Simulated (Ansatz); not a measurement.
**LiF: start and end of a relaxation**

The cell of LiF is invented: 4-connected net, two elements alternating (P6_222, No. 180). Its size is a rough estimate.

start.cif

```cif
data_structure
_symmetry_space_group_name_H-M 'P 1'
_symmetry_Int_Tables_number 1
_cell_length_a 2.8430
_cell_length_b 2.8430
_cell_length_c 6.2264
_cell_angle_alpha 90.000
_cell_angle_beta 90.000
_cell_angle_gamma 120.000
_cell_volume 43.58
loop_
_atom_site_label
_atom_site_type_symbol
_atom_site_fract_x
_atom_site_fract_y
_atom_site_fract_z
_atom_site_occupancy
Li1 Li 0.00000 0.50000 0.16667 1
Li2 Li 0.50000 0.50000 0.83333 1
Li3 Li 0.50000 0.00000 0.50000 1
F1 F 0.50000 0.50000 0.33333 1
F2 F 0.50000 0.00000 0.00000 1
F3 F 0.00000 0.50000 0.66667 1
```

Theory: DFT PBE, scalar-relativistic, plane waves, PAW in Ansatz. Cutoff 420 eV, Gaussian smearing, Γ-centred meshes. Cell and atoms relax first on a coarse mesh and then on a converged one. In between, the cell is made exact in the group found at 0.06 Å. The steps can't lower the symmetry of their start. No spin polarisation.

end.cif

```cif
data_structure
_symmetry_space_group_name_H-M 'P 1'
_symmetry_Int_Tables_number 1
_cell_length_a 2.9656
_cell_length_b 2.9656
_cell_length_c 7.3523
_cell_angle_alpha 90.000
_cell_angle_beta 90.000
_cell_angle_gamma 120.000
_cell_volume 56.00
loop_
_atom_site_label
_atom_site_type_symbol
_atom_site_fract_x
_atom_site_fract_y
_atom_site_fract_z
_atom_site_occupancy
Li1 Li 0.00000 0.50000 0.16667 1
Li2 Li 0.50000 0.50000 0.83333 1
Li3 Li 0.50000 0.00000 0.50000 1
F1 F 0.50000 0.50000 0.33333 1
F2 F 0.50000 0.00000 0.00000 1
F3 F 0.00000 0.50000 0.66667 1
```

The symmetry stays P6_222 (No. 180). The volume per atom grows by 28.5 %, from 7.3 to 9.3 Å³. The shortest distance goes from 1.76 Å (Li–F) to 1.92 Å (Li–F). The ratio c/a of the conventional cell changes by a factor of 1.13. The energy falls by about 0.18 eV/atom (the start's value is from the coarse mesh).

```json
{
 "Volume per atom": "9.33 Å³",
 "Density": "2.31 g/cm³",
 "Formation energy": "−2.888 eV/atom",
 "Gap on the 12×12×4 mesh of the 6-atom cell": "7.81 eV"
}
```

Energies over the elements count from the elements' standard structures at the same level (F₂ as a molecule), with no fitted energy shifts. Whether it is stable depends on the other phases of the system, which aren't compared here.

The last run used Gaussian smearing of 0.02 eV. Kohn–Sham gaps at this level usually fall short of measured ones. A later test with randomly moved atoms led to a structure 57 meV/atom lower, so this end is a saddle point or a shallow minimum. In all, the 3 runs took 37 s on 1 thread of Arm Neoverse V2, on a shared host.
